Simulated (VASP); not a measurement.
# CdS (Hawleyite) (F-43m) in VASP: a series of runs, part 2 of 2

VASP 6.6.1.

### Step 4. G0W0 quasiparticle levels, PBE

POSCAR reads:

```
CdS
1.0
    0.0000000000      2.9165000000      2.9165000000
    2.9165000000      0.0000000000      2.9165000000
    2.9165000000      2.9165000000      0.0000000000
Cd S
1 1
Direct
    0.0000000000      0.0000000000      0.0000000000
    0.7500000000      0.7500000000      0.7500000000
```

INCAR.step1 reads:

```
ALGO = Fast ; EDIFF = 1E-8
ENCUT = 450 ; GGA = PE
ISMEAR = 0 ; LASPH = True
LCHARG = False ; LREAL = False
LWAVE = True ; NELM = 100
PREC = Accurate ; SIGMA = 0.01
```

INCAR.step2 reads:

```
ALGO = Exact ; EDIFF = 1E-8
ENCUT = 450 ; GGA = PE
ISMEAR = 0 ; ISTART = 1
LASPH = True ; LCHARG = False
LOPTICS = True ; LREAL = False
LWAVE = True ; NBANDS = 38
NELM = 1 ; PREC = Accurate
SIGMA = 0.01
```

INCAR.step3 reads:

```
ALGO = EVGW0 ; EDIFF = 1E-8
ENCUT = 450 ; ENCUTGW = 150
GGA = PE ; ISMEAR = 0
ISTART = 1 ; LASPH = True
LCHARG = False ; LREAL = False
LWAVE = False ; NBANDS = 38
NBANDSGW = 17 ; NELMGW = 1
NOMEGA = 48 ; PREC = Accurate
PRECFOCK = Fast ; SIGMA = 0.01
```

KPOINTS reads:

```
k-points
0
Gamma
  3 3 3
```

Potentials or basis: VASP PAW PBE potentials, release 64 (Cd_GW, S_GW).

Started as:

```bash
> cat potpaw_PBE.64/Cd_GW/POTCAR potpaw_PBE.64/S_GW/POTCAR > POTCAR
> cp INCAR.step1 INCAR
> mpirun -np 1 vasp_std > vasp.out
> cp INCAR.step2 INCAR
> mpirun -np 1 vasp_std > vasp.out
> cp INCAR.step3 INCAR
> mpirun -np 1 vasp_std > vasp.out
```

OUTCAR:

```text
EDIFF = 1E-8
   ENCUT = 450
   ENCUTGW = 150
   GGA = PE
   ISMEAR = 0
   ISTART = 1
   LASPH = True
   LREAL = False
   NELMGW = 1
   PREC = Accurate
   PRECFOCK = Fast

 Found      4 irreducible k-points:

 Following reciprocal coordinates:
            Coordinates               Weight
  0.000000  0.000000  0.000000      1.000000
  0.333333  0.000000  0.000000      8.000000
  0.333333  0.333333  0.000000      6.000000
 -0.333333  0.333333  0.000000     12.000000
   k-points           NKPTS =      4   k-points in BZ     NKDIM =     27   number of bands    NBANDS=     38
   number of dos      NEDOS =    301   number of ions     NIONS =      2
   total plane-waves  NPLWV =  27000
   dimension x,y,z NGX =    30 NGY =   30 NGZ =   30
   dimension x,y,z NGXF=    60 NGYF=   60 NGZF=   60
   ions per type =               1   1
   NGX,Y,Z   is equivalent  to a cutoff of  12.09, 12.09, 12.09 a.u.
   NGXF,Y,Z  is equivalent  to a cutoff of  24.18, 24.18, 24.18 a.u.
 SYSTEM =  unknown system
   PREC   = accura    normal or accurate (medium, high low for compatibility)
   ISTART =      1    job   : 0-new  1-cont  2-samecut
   ICHARG =      0    charge: 1-file 2-atom 10-const
   ISPIN  =      1    spin polarized calculation?
   LNONCOLLINEAR =      F non collinear calculations
   LSORBIT =      F    spin-orbit coupling
   LASPH  =      T    aspherical Exc in radial PAW
   ENCUT  =  450.0 eV  33.07 Ry    5.75 a.u.   7.13  7.13  7.13*2*pi/ulx,y,z
   NELM   =     60;   NELMIN=  2; NELMDL=  0     # of ELM steps
   EDIFF  = 0.1E-07   stopping-criterion for ELM
   LREAL  =      F    real-space projection
   EDIFFG = 0.1E-06   stopping-criterion for IOM
   NSW    =      0    number of steps for IOM
   IBRION =     -1    ionic relax: 0-MD 1-quasi-New 2-CG
   NFREE  =      0    steps in history (QN), initial steepest desc. (CG)
   ISIF   =      0    stress and relaxation
   ISYM   =      3    0-nonsym 1-usesym 2-fastsym
   POTIM  = 0.5000    time-step for ionic-motion
   TEBEG  =    0.0;   TEEND  =   0.0 temperature during run
   PSTRESS=    0.0 pullay stress
   NELECT =      18.0000    total number of electrons
   NUPDOWN=      -1.0000    fix difference up-down
   EMIN   =  10.00;   EMAX   =-10.00  energy-range for DOS
   EFERMI =   0.00;   METHOD = LEGACY
   ISMEAR =     0;   SIGMA  =   0.01  broadening in eV -4-tet -1-fermi 0-gaus
   EFERMI_NEDOS =   21; number of points for ismear=-14 and -15
   IALGO  =     38    algorithm
   IMIX   =      4    mixing-type and parameters
     AMIX     =   0.40;   BMIX     =  1.00
     AMIX_MAG =   1.60;   BMIX_MAG =  1.00
  volume/ion in A,a.u.               =      24.81       167.41
  Fermi-wavevector in a.u.,A,eV,Ry     =   1.167599  2.206442 18.548649  1.363287
  Thomas-Fermi vector in A             =   2.304097
   LORBIT       =      0    0 simple, 1 ext, 2 COOP (PROOUT), +10 PAW based schemes
   GGA     = PE    functional components
   LHFCALC =     T    Hartree Fock is set to
   PRECFOCK=fast      Normal, Fast or Accurate (Low or Medium for compatibility)
   ENCUT4O =  -1.0   cutoff for four orbital integrals eV
   NKREDX  =     1    reduce k-point grid by
   NKREDY  =     1    reduce k-point grid by
   NKREDZ  =     1    reduce k-point grid by
   AEXX    =    1.0000 exact exchange contribution
   HFSCREEN=    0.0000 screening length (either q_TF or 0.3 A-1)
   HFSCREENC=   0.0000 screening length for correlation (either q_TF or 0.3 A-1)
   ENCUTFOCK=  -1.0 apply spherical cutoff to Coloumb kernel
   IVDW    =     0    specifies the selected vdW correction
   LEPSILON=     F    determine dielectric tensor
   LRPA    =     F    only Hartree local field effects (RPA)
   LRPAFORCE           =     F    calculate RPA forces
   ENCUTGW             = 150.0    cutoff for response function in eV
   ENCUTGWSOFT         = 120.0    soft cutoff for Coulomb kernel in GW response function in eV
   ENCUTLF             =  -1.0    cutoff for local field effects
   NELMGW              =     1    number of iterations in solving QP/BSE equation
   NELMHF              =     1    number of iterations in the inner HF iteration
   NKREDLFX            =     1    NKREDLFY  =   1   NKREDLFZ  =   1
 non-spin polarized calculation
 Gauss-broadening in eV      SIGMA  =   0.01
  energy-cutoff  :      450.00
  volume of cell :       49.62
 maximum number of plane-waves:      1089
 NGX is ok and might be reduce to    30
  NGX = 16; NGY = 16; NGZ = 16
   NGX = 15   NGY = 15   NGZ = 15
 maximum number of plane-waves:       212

 QP shifts <psi_nk| G(iteration)W_0 |psi_nk>: iteration 1
 for sc-GW calculations column KS-energies equals QP-energies in previous step
 and V_xc(KS)=  KS-energies - (<T + V_ion + V_H > + <T+V_H+V_ion>^1  + <V_x>^1)

 k-point   1 :       0.0000    0.0000    0.0000
  band No.  KS-energies  QP-energies   sigma(KS)   V_xc(KS)     V^pw_x(r,r')   Z            occupation Imag(sigma)

      1      -9.6269      -9.6761     -13.0702     -12.9919     -20.9027       0.6279       2.0000       1.2277
      2      -5.0685      -6.2180     -16.8281     -15.1711     -22.9361       0.6938       2.0000       0.2913
      3      -5.0685      -6.2180     -16.8281     -15.1711     -22.9361       0.6938       2.0000       0.2913
      4      -5.0685      -6.2180     -16.8281     -15.1711     -22.9361       0.6938       2.0000       0.2913
      5      -4.5977      -5.8324     -17.2506     -15.4965     -23.2435       0.7039       2.0000       0.2344
      6      -4.5977      -5.8324     -17.2506     -15.4965     -23.2435       0.7039       2.0000       0.2344
[... 9 lines left out ...]
     16      14.1407      14.6077      -7.2675      -7.8901      -2.3983       0.7501       0.0000      -0.4025
     17      15.9596      16.1829      -6.9206      -7.2158      -2.1079       0.7565       0.0000      -0.4988

 k-point   2 :       0.3333    0.0000    0.0000
  band No.  KS-energies  QP-energies   sigma(KS)   V_xc(KS)     V^pw_x(r,r')   Z            occupation Imag(sigma)

      1      -9.3038      -9.3720     -13.5273     -13.4192     -21.2667       0.6303       2.0000       1.1377
      2      -4.9704      -6.1334     -16.9150     -15.2476     -23.0091       0.6975       2.0000       0.2861
      3      -4.9704      -6.1334     -16.9150     -15.2476     -23.0091       0.6975       2.0000       0.2861
      4      -4.5972      -5.7169     -16.6446     -15.0458     -22.6117       0.7004       2.0000       0.2988
      5      -4.5808      -5.8192     -17.2728     -15.5181     -23.2755       0.7058       2.0000       0.2375
      6      -4.5808      -5.8192     -17.2728     -15.5181     -23.2755       0.7058       2.0000       0.2375
[... 9 lines left out ...]
     16      13.7010      14.5560      -8.8613     -10.0127      -4.4381       0.7426       0.0000      -0.2981
     17      18.3220      19.3490      -8.9311     -10.2802      -3.6687       0.7612       0.0000      -0.8043

 k-point   3 :       0.3333    0.3333    0.0000
  band No.  KS-energies  QP-energies   sigma(KS)   V_xc(KS)     V^pw_x(r,r')   Z            occupation Imag(sigma)

      1      -9.2013      -9.2789     -13.6838     -13.5610     -21.3927       0.6319       2.0000       1.1087
      2      -4.8463      -6.0141     -16.5872     -14.9178     -22.5268       0.6996       2.0000       0.2822
      3      -4.8209      -5.9975     -17.0907     -15.4116     -23.1892       0.7007       2.0000       0.2811
      4      -4.8209      -5.9975     -17.0907     -15.4116     -23.1892       0.7007       2.0000       0.2811
      5      -4.5328      -5.7730     -17.3208     -15.5677     -23.3312       0.7074       2.0000       0.2330
      6      -4.4827      -5.6341     -16.8528     -15.2177     -22.8133       0.7042       2.0000       0.2726
[... 9 lines left out ...]
     16      18.0285      18.5655      -7.4641      -8.1650      -2.5435       0.7662       0.0000      -0.6254
     17      18.1520      19.2646      -9.5209     -11.0075      -4.2656       0.7484       0.0000      -0.7647

 k-point   4 :      -0.3333    0.3333    0.0000
  band No.  KS-energies  QP-energies   sigma(KS)   V_xc(KS)     V^pw_x(r,r')   Z            occupation Imag(sigma)

      1      -9.0987      -9.1904     -13.8705     -13.7259     -21.5520       0.6337       2.0000       1.0787
      2      -4.8900      -6.0712     -16.8908     -15.2039     -22.9342       0.7002       2.0000       0.2818
      3      -4.8170      -5.9927     -17.0937     -15.4169     -23.1912       0.7012       2.0000       0.2790
      4      -4.6469      -5.8821     -17.1724     -15.4192     -23.1758       0.7045       2.0000       0.2471
      5      -4.5751      -5.8159     -17.2639     -15.5087     -23.2673       0.7069       2.0000       0.2373
      6      -4.0335      -5.1292     -17.1518     -15.5959     -23.1416       0.7042       2.0000       0.2715
[... 9 lines left out ...]
     16      17.1131      18.0509      -8.9030     -10.1620      -3.8311       0.7449       0.0000      -0.5840
     17      17.7266      18.8510      -9.5222     -11.0243      -4.1776       0.7486       0.0000      -0.7640
```

Run time: 54 s. Hardware: 1 thread of AMD EPYC 7R13 (Zen 3), shared host; peak memory 0.3 GiB.

The run converged, but some of its settings lie outside the range that counts as converged, so its numbers aren't taken as properties of the crystal.

Results:

| Quantity | Value |
| --- | --- |
| Band gap on the k mesh, mean-field level | 1.10 eV, direct |
| Quasiparticle gap | 1.77 eV |
| Least direct quasiparticle gap | 1.77 eV |

Caveat: the k mesh is coarse (spacing up to 0.62 Å⁻¹), so the values aren't converged; bands, screening cutoff and mesh are small and nothing is extrapolated, so the quasiparticle values aren't converged.

### Step 5. G0W0 quasiparticle levels, PBE

POSCAR is that of step 4.

INCAR.step1, as its differences from that of step 4:

```diff
@@ -1,3 +1,3 @@
 ALGO = Fast ; EDIFF = 1E-8
-ENCUT = 450 ; GGA = PE
+ENCUT = 350 ; GGA = PE
 ISMEAR = 0 ; LASPH = True
```

INCAR.step2 reads:

```
ALGO = Exact ; EDIFF = 1E-8
ENCUT = 350 ; GGA = PE
ISMEAR = 0 ; ISTART = 1
LASPH = True ; LCHARG = False
LOPTICS = True ; LREAL = False
LWAVE = True ; NBANDS = 68
NELM = 1 ; PREC = Accurate
SIGMA = 0.01
```

INCAR.step3 reads:

```
ALGO = EVGW0 ; EDIFF = 1E-8
ENCUT = 350 ; ENCUTGW = 150
GGA = PE ; ISMEAR = 0
ISTART = 1 ; LASPH = True
LCHARG = False ; LREAL = False
LWAVE = False ; NBANDS = 68
NBANDSGW = 17 ; NELMGW = 1
NOMEGA = 48 ; PREC = Accurate
PRECFOCK = Fast ; SIGMA = 0.01
```

KPOINTS is that of step 4.

Potentials or basis: VASP PAW PBE potentials, release 64 (Cd_GW, S_GW).

Started as:

```bash
> cat potpaw_PBE.64/Cd_GW/POTCAR potpaw_PBE.64/S_GW/POTCAR > POTCAR
> cp INCAR.step1 INCAR
> mpirun -np 1 vasp_std > vasp.out
> cp INCAR.step2 INCAR
> mpirun -np 1 vasp_std > vasp.out
> cp INCAR.step3 INCAR
> mpirun -np 1 vasp_std > vasp.out
```

OUTCAR:

```text
EDIFF = 1E-8
   ENCUT = 350
   ENCUTGW = 150
   GGA = PE
   ISMEAR = 0
   ISTART = 1
   LASPH = True
   LREAL = False
   NELMGW = 1
   PREC = Accurate
   PRECFOCK = Fast

 Found      4 irreducible k-points:

 Following reciprocal coordinates:
            Coordinates               Weight
  0.000000  0.000000  0.000000      1.000000
  0.333333  0.000000  0.000000      8.000000
  0.333333  0.333333  0.000000      6.000000
 -0.333333  0.333333  0.000000     12.000000
   k-points           NKPTS =      4   k-points in BZ     NKDIM =     27   number of bands    NBANDS=     68
   number of dos      NEDOS =    301   number of ions     NIONS =      2
   total plane-waves  NPLWV =  21952
   dimension x,y,z NGX =    28 NGY =   28 NGZ =   28
   dimension x,y,z NGXF=    56 NGYF=   56 NGZF=   56
   ions per type =               1   1
   NGX,Y,Z   is equivalent  to a cutoff of  11.29, 11.29, 11.29 a.u.
   NGXF,Y,Z  is equivalent  to a cutoff of  22.57, 22.57, 22.57 a.u.
 SYSTEM =  unknown system
   PREC   = accura    normal or accurate (medium, high low for compatibility)
   ISTART =      1    job   : 0-new  1-cont  2-samecut
   ICHARG =      0    charge: 1-file 2-atom 10-const
   ISPIN  =      1    spin polarized calculation?
   LNONCOLLINEAR =      F non collinear calculations
   LSORBIT =      F    spin-orbit coupling
   LASPH  =      T    aspherical Exc in radial PAW
   ENCUT  =  350.0 eV  25.72 Ry    5.07 a.u.   6.29  6.29  6.29*2*pi/ulx,y,z
   NELM   =     60;   NELMIN=  2; NELMDL=  0     # of ELM steps
   EDIFF  = 0.1E-07   stopping-criterion for ELM
   LREAL  =      F    real-space projection
   EDIFFG = 0.1E-06   stopping-criterion for IOM
   NSW    =      0    number of steps for IOM
   IBRION =     -1    ionic relax: 0-MD 1-quasi-New 2-CG
   NFREE  =      0    steps in history (QN), initial steepest desc. (CG)
   ISIF   =      0    stress and relaxation
   ISYM   =      3    0-nonsym 1-usesym 2-fastsym
   POTIM  = 0.5000    time-step for ionic-motion
   TEBEG  =    0.0;   TEEND  =   0.0 temperature during run
   PSTRESS=    0.0 pullay stress
   NELECT =      18.0000    total number of electrons
   NUPDOWN=      -1.0000    fix difference up-down
   EMIN   =  10.00;   EMAX   =-10.00  energy-range for DOS
   EFERMI =   0.00;   METHOD = LEGACY
   ISMEAR =     0;   SIGMA  =   0.01  broadening in eV -4-tet -1-fermi 0-gaus
   EFERMI_NEDOS =   21; number of points for ismear=-14 and -15
   IALGO  =     38    algorithm
   IMIX   =      4    mixing-type and parameters
     AMIX     =   0.40;   BMIX     =  1.00
     AMIX_MAG =   1.60;   BMIX_MAG =  1.00
  volume/ion in A,a.u.               =      24.81       167.41
  Fermi-wavevector in a.u.,A,eV,Ry     =   1.167599  2.206442 18.548649  1.363287
  Thomas-Fermi vector in A             =   2.304097
   LORBIT       =      0    0 simple, 1 ext, 2 COOP (PROOUT), +10 PAW based schemes
   GGA     = PE    functional components
   LHFCALC =     T    Hartree Fock is set to
   PRECFOCK=fast      Normal, Fast or Accurate (Low or Medium for compatibility)
   ENCUT4O =  -1.0   cutoff for four orbital integrals eV
   NKREDX  =     1    reduce k-point grid by
   NKREDY  =     1    reduce k-point grid by
   NKREDZ  =     1    reduce k-point grid by
   AEXX    =    1.0000 exact exchange contribution
   HFSCREEN=    0.0000 screening length (either q_TF or 0.3 A-1)
   HFSCREENC=   0.0000 screening length for correlation (either q_TF or 0.3 A-1)
   ENCUTFOCK=  -1.0 apply spherical cutoff to Coloumb kernel
   IVDW    =     0    specifies the selected vdW correction
   LEPSILON=     F    determine dielectric tensor
   LRPA    =     F    only Hartree local field effects (RPA)
   LRPAFORCE           =     F    calculate RPA forces
   ENCUTGW             = 150.0    cutoff for response function in eV
   ENCUTGWSOFT         = 120.0    soft cutoff for Coulomb kernel in GW response function in eV
   ENCUTLF             =  -1.0    cutoff for local field effects
   NELMGW              =     1    number of iterations in solving QP/BSE equation
   NELMHF              =     1    number of iterations in the inner HF iteration
   NKREDLFX            =     1    NKREDLFY  =   1   NKREDLFZ  =   1
 non-spin polarized calculation
 Gauss-broadening in eV      SIGMA  =   0.01
  energy-cutoff  :      350.00
  volume of cell :       49.62
 maximum number of plane-waves:       751
 NGX is ok and might be reduce to    28
  NGX = 14; NGY = 14; NGZ = 14
   NGX = 13   NGY = 13   NGZ = 13
 maximum number of plane-waves:       212

 QP shifts <psi_nk| G(iteration)W_0 |psi_nk>: iteration 1
 for sc-GW calculations column KS-energies equals QP-energies in previous step
 and V_xc(KS)=  KS-energies - (<T + V_ion + V_H > + <T+V_H+V_ion>^1  + <V_x>^1)

 k-point   1 :       0.0000    0.0000    0.0000
  band No.  KS-energies  QP-energies   sigma(KS)   V_xc(KS)     V^pw_x(r,r')   Z            occupation Imag(sigma)

      1      -9.6275      -9.8682     -13.3713     -12.9918     -20.9025       0.6343       2.0000       1.2069
      2      -5.0622      -6.3065     -16.9884     -15.1713     -22.8968       0.6848       2.0000       0.3445
      3      -5.0622      -6.3065     -16.9884     -15.1713     -22.8968       0.6848       2.0000       0.3445
      4      -5.0622      -6.3065     -16.9884     -15.1713     -22.8968       0.6848       2.0000       0.3445
      5      -4.5903      -5.9205     -17.4141     -15.4978     -23.1961       0.6942       2.0000       0.3102
      6      -4.5903      -5.9205     -17.4141     -15.4978     -23.1961       0.6942       2.0000       0.3102
[... 9 lines left out ...]
     16      14.1394      14.2813      -7.7004      -7.8904      -2.3945       0.7472       0.0000      -0.3744
     17      15.9609      15.9530      -7.2252      -7.2146      -2.1052       0.7500       0.0000      -0.4781
[... 46 lines left out ...]
      1      -9.0988      -9.3764     -14.1629     -13.7254     -21.5483       0.6346       2.0000       1.0631
      2      -4.8837      -6.1549     -17.0444     -15.2035     -22.8873       0.6905       2.0000       0.3412
      3      -4.8103      -6.0766     -17.2479     -15.4173     -23.1425       0.6918       2.0000       0.3358
      4      -4.6398      -5.9680     -17.3319     -15.4201     -23.1324       0.6947       2.0000       0.3162
      5      -4.5681      -5.8989     -17.4202     -15.5096     -23.2172       0.6966       2.0000       0.3135
      6      -4.0268      -5.2304     -17.3256     -15.5968     -23.1025       0.6962       2.0000       0.3292
[... 9 lines left out ...]
     16      17.1259      17.6841      -9.3829     -10.1391      -3.8227       0.7381       0.0000      -0.5699
     17      17.7434      18.4632     -10.0438     -11.0096      -4.1753       0.7453       0.0000      -0.7444
```

OUTCAR.step1:

```text
EDIFF = 1E-8
   ENCUT = 350
   GGA = PE
   ISMEAR = 0
   LASPH = True
[... 172 lines left out ...]
 -----------------------------------------------------------------------------------
      0.00000      0.00000      0.00000        -0.000000      0.000000     -0.000000
      4.37475      4.37475      4.37475         0.000000     -0.000000      0.000000
 -----------------------------------------------------------------------------------
    total drift:                               -0.000000     -0.000000     -0.000000

  FREE ENERGIE OF THE ION-ELECTRON SYSTEM (eV)
  ---------------------------------------------------
  free  energy   TOTEN  =        -6.0020758530 eV

  energy  without entropy=       -6.0020758530  energy(sigma->0) =       -6.00207585
```

Run time: 46 s. Hardware: 1 thread of AMD EPYC 7R13 (Zen 3), shared host; peak memory 0.2 GiB.

These settings aren't checked as converged: the numbers below hold their error.

What came out:

| Item | Value |
| --- | --- |
| Band gap on the k mesh, mean-field level | 1.10 eV, direct |
| Quasiparticle gap | 1.76 eV |
| Least direct quasiparticle gap | 1.76 eV |

Caveat: the k mesh is coarse (spacing up to 0.62 Å⁻¹), so the values aren't converged; bands, screening cutoff and mesh are small and nothing is extrapolated, so the quasiparticle values aren't converged.

### Step 6. The reference run

An earlier run on the cell as given: functional PBE; potentials or basis VASP PAW PBE potentials, release 64 (Cd, S); cutoff 520 eV; k mesh 8 × 8 × 8; occupations fermi-dirac, width 0.05 eV; no spin polarisation.

- Pressure: 3.2 GPa
- Band gap on the k mesh: 1.15 eV, direct
